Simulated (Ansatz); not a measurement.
## H: distorted cells

Theory: DFT PBEsol, scalar-relativistic, plane waves, PAW (Ansatz).

Plane waves to 420 eV, a k mesh through Γ of 8×8×4 on the computed 4-atom cell and Gaussian smearing (0.02 eV); no spin polarisation.

Reference cell:

```
H
1.0
     1.64853   -2.73169    0.00000
     1.64853    2.73169    0.00000
     0.00000    0.00000    6.31377
H
4
Direct
  0.56781 0.43219 0.99951
  0.43219 0.56781 0.00049
  0.43219 0.56781 0.49951
  0.56781 0.43219 0.50049
```

Each variant moves atoms of this cell by the vectors given, if any (Å), and then applies a symmetric strain (tensor components, Cartesian axes). The reference cell isn't relaxed at this level. Energies are per atom at zero smearing, counted from the lowest variant. Pressure is positive in compression.

1. strain (xx yy zz yz xz xy, %) 2.40 2.54 0.97 -0.32 0.80 0.46; moves: H1 (0.119, -0.225, 0.085); H2 (-0.123, 0.138, 0.172); H3 (0.147, 0.044, -0.261); H4 (-0.144, 0.042, 0.005)
2. strain (xx yy zz yz xz xy, %) -1.52 -0.17 -3.20 0.00 -6.00 0.00; moves: H1 (-0.037, -0.237, -0.072); H2 (0.037, 0.237, 0.072); H3 (-0.037, 0.237, -0.072); H4 (0.037, -0.237, 0.072)
3. strain (xx yy zz yz xz xy, %) -2.22 -4.20 -3.25 0.00 0.00 -0.09; moves: H1 (0.025, 0.014, -0.010); H2 (-0.025, -0.014, 0.010); H3 (-0.025, -0.014, -0.010); H4 (0.025, 0.014, 0.010)
4. strain (xx yy zz yz xz xy, %) 4.57 1.33 4.09 0.00 -0.55 0.00; moves: H1 (-0.032, -0.046, 0.037); H2 (0.032, 0.018, -0.037); H3 (-0.032, 0.046, 0.037); H4 (0.032, -0.018, -0.037)
5. strain (xx yy zz yz xz xy, %) -3.86 -2.22 -3.58 0.00 0.00 0.00; moves: H1 (0.168, -0.118, 0.143); H2 (0.168, 0.118, -0.143); H3 (-0.168, 0.118, 0.143); H4 (-0.168, -0.118, -0.143)

Question: Order the variants by energy, lowest first.

Answer: 4 (0.0 meV/atom), 3 (27.1 meV/atom), 5 (260.4 meV/atom), 1 (332.2 meV/atom), 2 (745.8 meV/atom).

Question: Order them by pressure, highest first.

Answer: 3 (4.64 GPa), 4 (-2.34 GPa), 1 (-6.56 GPa), 5 (-7.96 GPa), 2 (-10.94 GPa).

Each cell of H holds molecules, and where no dispersion correction was added their binding is poorly described.